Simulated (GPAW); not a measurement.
Crystal: CuI (Marshite).

```xyz
2
Lattice="0.0000 3.0315 3.0315 3.0315 0.0000 3.0315 3.0315 3.0315 0.0000" Properties=species:S:1:pos:R:3 pbc="T T T"
I     0.0000    0.0000    0.0000
Cu    4.5473    4.5473    4.5473
```

Base run:

* Program: GPAW 26.7.0
* Functional: PBE
* Potentials or basis: GPAW PAW data sets (gpaw-data 1.2.1)
* Cutoff: 600 eV
* Basis: pw
* k mesh: 8 × 8 × 8
* Occupations: fermi-dirac, width 0.05 eV
* Spin: no spin polarisation
* Hubbard terms: Cu d U = 2 eV

Its results: band gap on the k mesh 1.46 eV, direct; pressure 1.4 GPa.

**Question.** The run is repeated on the same cell with these changes: hubbard terms from Cu d U = 2 eV to Cu d U = 8 eV. What comes out?

**Answer.** Band gap on the k mesh 2.30 eV, direct; pressure 2.6 GPa.

Caveats: with this Cu data set, volumes or pressures lay over 1.5 % or 2 GPa off other programs in two to four cells of ten; spin-orbit coupling is left out, which moves the levels of the heavy elements.

